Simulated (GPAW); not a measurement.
# ZnSe (Stilleite) (F-43m) in GPAW: notebook

Aim: see how the results for ZnSe (Stilleite) move with the level of theory and the settings. Levels: PW91, PBEint. Tasks: band structure.

Everything below comes from runs of GPAW 26.7.0. Logs are shortened: lines on timing, memory, paths and dates and some standing lists are left out, and cuts for length are marked. The log counts tension as positive stress, the text compression.

**Experimental background.**

From “Alloy Disordering Effects on the Thermal Conductivity and Energy Gap Temperature Dependence of Cd1−xZnxSe Ternary Crystals Grown by the Bridgman Method”, 2023, pmc:10253836, for a bulk crystal of ZnSe at 300 K: band gap 2.695 ± 0.003 eV (an exciton energy, a little under the gap).

The results are compared with them further down.

**1. The crystal as given**

Symmetry: F-43m, No. 216, cubic system. The conventional cell has a = 5.668 Å, b = 5.668 Å, c = 5.668 Å, α = 90.00°, β = 90.00°, γ = 90.00°. Se (site symmetry -43m) is surrounded by 4 Zn at 2.45 Å. Zn (site symmetry -43m) is surrounded by 4 Se at 2.45 Å.

**2. Band structure, PW91, spin-orbit coupling, no magnetisation**

run.py reads:

```python
import numpy as np
import spglib
from ase import Atoms
from ase.dft.bandgap import bandgap
from ase.io import read, write
from ase.units import GPa
from gpaw import GPAW, PW, setup_paths
from gpaw.spinorbit import soc_eigenstates

setup_paths.insert(0, '.')

atoms = read('ZnSe.cif')
cell, positions, numbers = spglib.find_primitive(
    (atoms.cell[:], atoms.get_scaled_positions(), atoms.numbers), symprec=1e-4)
atoms = Atoms(numbers, cell=cell, scaled_positions=positions, pbc=True)

calc = GPAW(mode=PW(600),
            xc='GGA_X_PW91+GGA_C_PW91',
            kpts={'size': (7, 7, 7), 'gamma': True},
            occupations={'name': 'fermi-dirac', 'width': 0.05},
            nbands=18,
            convergence={'density': 1e-05, 'energy': 1e-05},
            maxiter=150,
            txt='gpaw.txt')
atoms.calc = calc
energy = atoms.get_potential_energy()
forces = atoms.get_forces()
stress = atoms.get_stress()
calc.write('gs.gpw')
write('result.traj', atoms)
print(f'Energy: {energy:.6f} eV')
print('Forces (eV/A):')
print(forces.round(4))
print('Stress (GPa):', (stress / GPa).round(3))
print('Fermi level:', round(calc.get_fermi_level(), 4), 'eV')
print(f'Gap: {bandgap(calc)[0]:.4f} eV, direct: {bandgap(calc, direct=True)[0]:.4f} eV')

path = atoms.cell.bandpath('GXWKGLUWLK,UX', npoints=60, eps=1e-4)
bs_calc = calc.fixed_density(kpts=path, symmetry='off', nbands=29,
                             convergence={'bands': 'CBM+6.0', 'eigenstates': 1e-6}, txt='bands.txt')
bs = bs_calc.band_structure()
bs.write('bs.json')
print(f'Gap on the path: {bandgap(bs_calc)[0]:.4f} eV')

soc = soc_eigenstates(bs_calc, theta=54.7, phi=45)
np.savetxt('soc_bands.dat', soc.eigenvalues(), fmt='%.4f')
mesh = soc_eigenstates('gs.gpw', theta=54.7, phi=45)
np.savetxt('soc_mesh.dat', mesh.eigenvalues(), fmt='%.4f')
print('Fermi level with spin-orbit coupling:', round(mesh.fermi_level, 4), 'eV')
```

ZnSe.cif reads:

```cif
data_ZnSe
_cell_length_a 5.66760000
_cell_length_b 5.66760000
_cell_length_c 5.66760000
_cell_angle_alpha 90.00000000
_cell_angle_beta 90.00000000
_cell_angle_gamma 90.00000000
_space_group_name_H-M_alt 'F-43m'
_space_group_name_Hall 'F -4 2 3'
_space_group_IT_number 216
loop_
_space_group_symop_operation_xyz
'x,y,z'
'y,-x,-z'
'-x,-y,z'
'-y,x,-z'
'x,-y,-z'
'y,x,z'
'-x,y,-z'
'-y,-x,z'
'z,x,y'
'-z,y,-x'
'z,-x,-y'
'-z,-y,x'
'-z,x,-y'
'z,y,x'
'-z,-x,y'
'z,-y,-x'
'y,z,x'
'-x,-z,y'
'-y,z,-x'
'x,-z,-y'
'-y,-z,x'
'x,z,y'
'y,-z,-x'
'-x,z,-y'
'x,y+1/2,z+1/2'
'y,-x+1/2,-z+1/2'
'-x,-y+1/2,z+1/2'
'-y,x+1/2,-z+1/2'
'x,-y+1/2,-z+1/2'
'y,x+1/2,z+1/2'
'-x,y+1/2,-z+1/2'
'-y,-x+1/2,z+1/2'
'z,x+1/2,y+1/2'
'-z,y+1/2,-x+1/2'
'z,-x+1/2,-y+1/2'
'-z,-y+1/2,x+1/2'
'-z,x+1/2,-y+1/2'
'z,y+1/2,x+1/2'
'-z,-x+1/2,y+1/2'
'z,-y+1/2,-x+1/2'
'y,z+1/2,x+1/2'
'-x,-z+1/2,y+1/2'
'-y,z+1/2,-x+1/2'
'x,-z+1/2,-y+1/2'
'-y,-z+1/2,x+1/2'
'x,z+1/2,y+1/2'
'y,-z+1/2,-x+1/2'
'-x,z+1/2,-y+1/2'
'x+1/2,y,z+1/2'
'y+1/2,-x,-z+1/2'
'-x+1/2,-y,z+1/2'
'-y+1/2,x,-z+1/2'
'x+1/2,-y,-z+1/2'
'y+1/2,x,z+1/2'
'-x+1/2,y,-z+1/2'
'-y+1/2,-x,z+1/2'
'z+1/2,x,y+1/2'
'-z+1/2,y,-x+1/2'
'z+1/2,-x,-y+1/2'
'-z+1/2,-y,x+1/2'
'-z+1/2,x,-y+1/2'
'z+1/2,y,x+1/2'
'-z+1/2,-x,y+1/2'
'z+1/2,-y,-x+1/2'
'y+1/2,z,x+1/2'
'-x+1/2,-z,y+1/2'
'-y+1/2,z,-x+1/2'
'x+1/2,-z,-y+1/2'
'-y+1/2,-z,x+1/2'
'x+1/2,z,y+1/2'
'y+1/2,-z,-x+1/2'
'-x+1/2,z,-y+1/2'
'x+1/2,y+1/2,z'
'y+1/2,-x+1/2,-z'
'-x+1/2,-y+1/2,z'
'-y+1/2,x+1/2,-z'
'x+1/2,-y+1/2,-z'
'y+1/2,x+1/2,z'
'-x+1/2,y+1/2,-z'
'-y+1/2,-x+1/2,z'
'z+1/2,x+1/2,y'
'-z+1/2,y+1/2,-x'
'z+1/2,-x+1/2,-y'
'-z+1/2,-y+1/2,x'
'-z+1/2,x+1/2,-y'
'z+1/2,y+1/2,x'
'-z+1/2,-x+1/2,y'
'z+1/2,-y+1/2,-x'
'y+1/2,z+1/2,x'
'-x+1/2,-z+1/2,y'
'-y+1/2,z+1/2,-x'
'x+1/2,-z+1/2,-y'
'-y+1/2,-z+1/2,x'
'x+1/2,z+1/2,y'
'y+1/2,-z+1/2,-x'
'-x+1/2,z+1/2,-y'
loop_
_atom_site_label
_atom_site_type_symbol
_atom_site_symmetry_multiplicity
_atom_site_Wyckoff_symbol
_atom_site_fract_x
_atom_site_fract_y
_atom_site_fract_z
_atom_site_occupancy
Se1 Se 4 c 0.2500000000 0.2500000000 0.2500000000 1
Zn1 Zn 4 a 0.0000000000 0.0000000000 0.0000000000 1
```

Potentials or basis: PAW data sets generated in the run's folder for this functional, pw.

Started as:

```bash
gpaw-setup -f GGA_X_PW91+GGA_C_PW91 Se Zn
OMP_NUM_THREADS=1 python run.py
```

gpaw.txt:

```text
__  _  _
 | _ |_)|_||  |
 |__||  | ||/\| - 26.7.0

Input parameters:
  mode=PW(ecut=600.0),
  convergence={'density': 1e-05, 'energy': 1e-05},
  kpts=MonkhorstPack(size=(7, 7, 7), gamma=True),
  maxiter=150,
  nbands=18,
  occupations=Occupations(name='fermi-dirac', width=0.05),
  xc=XC(name='GGA_X_PW91+GGA_C_PW91')

Diagonalizing LCAO Hamiltonian
Converting LCAO to pw mode

           Se

       Zn

Atoms  # Å, Bohr magnetons
|   | symbol |        x |        y |        z |    initial magnetic moments |
|---|--------|----------|----------|----------|-----------------------------|
| 0 |     Se | 1.416900 | 1.416900 | 1.416900 | ( 0.0000,  0.0000,  0.0000) |
| 1 |     Zn | 0.000000 | 0.000000 | 0.000000 | ( 0.0000,  0.0000,  0.0000) |

Unit cell  # Å
| periodic |        x |        y |        z |  lengths |    angles |
|----------|----------|----------|----------|----------|-----------|
|      yes | 0.000000 | 2.833800 | 2.833800 | 4.007598 | 60.000000 |
|      yes | 2.833800 | 0.000000 | 2.833800 | 4.007598 | 60.000000 |
|      yes | 2.833800 | 2.833800 | 0.000000 | 4.007598 | 60.000000 |

Number of symmetries: 24
Symmetry operations  # r_c * U_cc + t_c -> r_c
|    | kind |            matrix            |
|----|------|------------------------------|
|  0 |  E   |  1, 0, 0,  0, 1, 0,  0, 0, 1 |
|  1 |  σ   |  1, 0, 0,  0, 0, 1,  0, 1, 0 |
|  2 |  σ   |  1, 0,-1,  0, 1,-1,  0, 0,-1 |
|  3 |  C3  |  1, 0,-1,  0, 0,-1,  0, 1,-1 |
|  4 |  C3  |  1,-1, 0,  0,-1, 1,  0,-1, 0 |
|  5 |  σ   |  1,-1, 0,  0,-1, 0,  0,-1, 1 |
|  6 |  σ   |  0, 1, 0,  1, 0, 0,  0, 0, 1 |
|  7 |  C3  |  0, 1, 0,  0, 0, 1,  1, 0, 0 |
|  8 |  C2  |  0, 1,-1,  1, 0,-1,  0, 0,-1 |
|  9 |  S4  |  0, 1,-1,  0, 0,-1,  1, 0,-1 |
| 10 |  C3  |  0, 0, 1,  1, 0, 0,  0, 1, 0 |
| 11 |  σ   |  0, 0, 1,  0, 1, 0,  1, 0, 0 |
| 12 |  S4  |  0, 0,-1,  1, 0,-1,  0, 1,-1 |
| 13 |  C3  |  0, 0,-1,  0, 1,-1,  1, 0,-1 |
| 14 |  S4  |  0,-1, 1,  1,-1, 0,  0,-1, 0 |
| 15 |  C2  |  0,-1, 1,  0,-1, 0,  1,-1, 0 |
| 16 |  C3  |  0,-1, 0,  1,-1, 0,  0,-1, 1 |
| 17 |  S4  |  0,-1, 0,  0,-1, 1,  1,-1, 0 |
| 18 |  S4  | -1, 1, 0, -1, 0, 1, -1, 0, 0 |
| 19 |  C3  | -1, 1, 0, -1, 0, 0, -1, 0, 1 |
| 20 |  C3  | -1, 0, 1, -1, 1, 0, -1, 0, 0 |
| 21 |  S4  | -1, 0, 1, -1, 0, 0, -1, 1, 0 |
| 22 |  σ   | -1, 0, 0, -1, 1, 0, -1, 0, 1 |
| 23 |  C2  | -1, 0, 0, -1, 0, 1, -1, 1, 0 |

BZ-sampling:
  Number of BZ points: 343
  Number of IBZ points: 20

  Monkhorst-Pack size: [7, 7, 7]
  Monkhorst-Pack shift: [0, 0, 0]

K-points  # in reciprocal-cell coordinates
|     |                                coordinates |     weight |
|-----|--------------------------------------------|------------|
|   0 | (  0.00000000,   0.00000000,   0.00000000) | 0.00291545 |
|   1 | (  0.14285714,   0.14285714,   0.00000000) | 0.01749271 |
|   2 | (  0.14285714,   0.14285714,   0.14285714) | 0.02332362 |
|   3 | (  0.28571429,   0.14285714,   0.14285714) | 0.03498542 |
|   4 | (  0.28571429,   0.28571429,   0.00000000) | 0.01749271 |
|   5 | (  0.28571429,   0.28571429,   0.14285714) | 0.06997085 |
|   6 | (  0.28571429,   0.28571429,   0.28571429) | 0.02332362 |
|   7 | (  0.42857143,  -0.28571429,  -0.28571429) | 0.03498542 |
|   8 | (  0.42857143,   0.28571429,  -0.42857143) | 0.13994169 |
|   9 | (  0.42857143,   0.28571429,  -0.28571429) | 0.06997085 |
| ... |                                            |            |
|  19 | (  0.42857143,   0.42857143,   0.42857143) | 0.02332362 |

Plane wave coefficients: 1532
Cutoff: 600.0 eV

Spin-components: 1 (collinear spins)
Bands:           18
Projectors:      11
Spin-degeneracy: 2
Datatype:        complex128

Parallelization:
  kpt:    1
  domain: 1
  band:   1

Density:
  Valence electrons: 18.0
  Components: 1
  Grid points: [24 24 24]
  Charge: 0.0  # |e|

Potential:
  Grid points: [24 24 24]

species:
  Se:
    name:    Selenium
    Z:       34.0
    valence: 6
    core:    28
    charge:  0.0  # [|e|]
    compensation charges:
      type: gauss
      rc: 0.27  # [Å]
      lmax: 2
    cutoffs:
      filter: 1.77  # [Å]
      core: 2.67  # [Å]
    projectors
    | kind |    occ | energy [eV] | rcut [Å] |
    |------|--------|-------------|----------|
    |   4s |  2.000 |     -17.350 |    0.847 |
    |   4p |  4.000 |      -6.562 |    1.005 |
    |    s |        |       9.861 |    0.847 |
    |    p |        |      20.650 |    1.005 |
    |    d |        |       0.000 |    0.847 |

    Using partial waves for Se as LCAO basis

  Zn:
    name:    Zinc
    Z:       30.0
    valence: 12
    core:    18
    charge:  0.0  # [|e|]
    compensation charges:
      type: gauss
      rc: 0.37  # [Å]
      lmax: 2
    cutoffs:
      filter: 2.14  # [Å]
      core: 2.28  # [Å]
    projectors
    | kind |    occ | energy [eV] | rcut [Å] |
    |------|--------|-------------|----------|
    |   4s |  2.000 |      -6.044 |    1.286 |
    |   4p |  0.000 |      -1.173 |    1.270 |
    |   3d | 10.000 |     -10.227 |    1.180 |
    |    s |        |      21.167 |    1.286 |
    |    p |        |      26.038 |    1.270 |
    |    d |        |      16.985 |    1.180 |

    Using partial waves for Zn as LCAO basis

Reference energy: -114990.657679  # eV

eigensolver:
  PPCG
  Converge bands: occupied
  niter=2

density mixing:
  MSR1-Mixer
  Pratt-step length: 0.05
  Maximum mixing coefficient: 0.75
  Old densities: 10
  SVD Regularization: 0.005
  Good broyden scale: 1.0
  Trust region scale: 1.0
  Backstep threshold: 4.0
  History deletion threshold: 6.0
  Fourier metric: weight=20.0, sigma=0.015

occupation numbers:
  Fermi-Dirac:
    width: 0.0500  # eV

poisson solver:
  ecut: 4800.0  # eV

xc functional:
  name: GGA_X_PW91+GGA_C_PW91 with 2 nearest neighbor stencil

convergence criteria:
- Maximum integral of absolute [dens]ity change: 1e-05 electrons / valence electron
- Maximum [total energy] change in last 3 cyles: 1e-05 eV / valence electron
- Maximum integral of absolute [eigenst]ate change: 4e-08 eV^2 / valence electron
maximum number of iterations: 150

SCF iterations
|iter     | |      energy | eigst |  dens |
|---------|-|-------------|-------|-------|
|iter:   1| |   -6.386710 | -0.26 |       |
|iter:   2| |   -6.329041 | -2.21 | -1.24 |
|iter:   3| |   -6.145817 | -1.64 | -1.29 |
|iter:   4| |   -6.145253 | -2.66 | -1.84 |
|iter:   5| |   -6.146156 | -3.80 | -2.32 |
|iter:   6| |   -6.146102 | -4.28 | -2.94 |
|iter:   7| |   -6.146118c| -5.34 | -3.55 |
|iter:   8| |   -6.146121c| -6.22 | -3.94 |
|iter:   9| |   -6.146121c| -8.34c| -5.10c|

Converged in 9 steps
Energy contributions relative to reference atoms: (reference = -114990.657679)

Energy contributions:
  Kinetic:          13.195844
  Coulomb:         -11.292232
  Zero:             -0.032505
  External:          0.000000
  Xc:               -8.017229
  Entropy:          -0.000000
  Spinorbit:         0.000000
  ----------------------------
  Free energy:      -6.146121
  Extrapolated:     -6.146121

dipole moment: (-14.383346, -14.383346, -14.383346)  # |e|*Ang

Fermi level: 4.463
Eigenvalues  # (at kpt = [0.000, 0.000, 0.000])
| band index |      eig [eV] | occ [0-2] |
|------------|---------------|-----------|
|          0 |        -9.455 |     2.000 |
|          1 |        -2.748 |     2.000 |
|          2 |        -2.748 |     2.000 |
|          3 |        -2.748 |     2.000 |
|          4 |        -2.385 |     2.000 |
|          5 |        -2.385 |     2.000 |
[... 10 lines left out ...]
|         16 |        16.878 |     0.000 |
|         17 |        16.878 |     0.000 |

Gap: 1.257 eV
Transition (v -> c):
  (s=0, k=0, n=8, [0.00, 0.00, 0.00]) -> (s=0, k=0, n=9, [0.00, 0.00, 0.00])
No difference between direct/indirect transitions

Forces  # eV/Ang
|        x |        y |       z |
|----------|----------|---------|
| -0.00000 | -0.00000 | 0.00000 |  # Se   0
|  0.00000 | -0.00000 | 0.00000 |  # Zn   1

Stress tensor  # eV/Ang^3
|         x |         y |         z |
|-----------|-----------|-----------|
| -0.011044 |  0.000000 |  0.000000 |
|  0.000000 | -0.011044 |  0.000000 |
|  0.000000 |  0.000000 | -0.011044 |

# Writing to gs.gpw (mode='')
```

It took 33 s on 1 thread of Intel Xeon Platinum 8488C (Sapphire Rapids), shared host; peak memory 0.27 GiB.

What came out:

- Free energy: -6.1461 eV
- Pressure: 1.8 GPa
- Band gap on the k mesh: 1.12 eV, direct
- Band gap along the path: 1.12 eV, direct

Levels at the corners of the path, in eV from the valence-band top:
| point | band 16 | band 17 | band 18 | band 19 | band 20 | band 21 |
| --- | --- | --- | --- | --- | --- | --- |
| Γ | 0.00 | 0.00 | 0.00 | 1.12 | 1.12 | 5.58 |
| X | -2.40 | -2.22 | -2.22 | 2.85 | 2.85 | 3.32 |
| W | -2.82 | -2.77 | -2.75 | 5.23 | 5.34 | 5.43 |
| K | -3.16 | -1.91 | -1.91 | 3.45 | 3.45 | 5.40 |
| Γ | 0.00 | 0.00 | 0.00 | 1.12 | 1.12 | 5.58 |
| L | -1.12 | -0.88 | -0.88 | 2.39 | 2.39 | 6.23 |
| U | -3.16 | -1.91 | -1.91 | 3.45 | 3.45 | 5.40 |
| W | -2.82 | -2.77 | -2.75 | 5.23 | 5.34 | 5.43 |
| L | -1.12 | -0.88 | -0.88 | 2.39 | 2.39 | 6.23 |
| K | -3.16 | -1.91 | -1.91 | 3.45 | 3.45 | 5.40 |
| U | -3.16 | -1.91 | -1.91 | 3.45 | 3.45 | 5.40 |
| X | -2.40 | -2.22 | -2.22 | 2.85 | 2.85 | 3.32 |

Caveat: spin-orbit coupling was added after a scalar SCF, so levels and gaps hold it while energy, forces, pressure and moments don't; this program's spin-orbit splittings come out too wide for heavy elements.

(Continued in part 2 of 2.)
